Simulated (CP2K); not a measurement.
The system is HfC.

```
CELL_PARAMETERS angstrom
2.43943 0.00000 0.00000
0.00000 4.69500 0.00000
0.00000 0.00000 2.56227
ATOMIC_POSITIONS crystal
Hf 0.00000 0.00000 0.00000
C 0.00000 0.50000 0.75000
```

The cell was built by a generator and needn't be a form met in nature.

Base run:

- Program: CP2K 2026.2
- Functional: PBEsol
- Potentials or basis: POTENTIAL_UZH Hf GTH-PBE-q12, C GTH-PBE-q4; TZVP-MOLOPT-PBE-GTH basis
- Density cutoff: 9184 eV
- k mesh: 11 × 6 × 10
- Occupations: fermi-dirac, width 0.05 eV
- Spin: no spin polarisation

Its results: band gap on the k mesh none (metal or under the smearing width); pressure 5.6 GPa; largest force 0.123 eV/Å.

Task: The run is repeated on the same cell with these changes: functional from PBEsol to MS2. What comes out?

Result: Band gap on the k mesh none (metal or under the smearing width); pressure 10.7 GPa; largest force 0.039 eV/Å.

Caveats: the potentials were made for another functional, which shifts forces and pressure; the basis of atomic orbitals isn't converged, which shifts pressures, moduli and gaps.
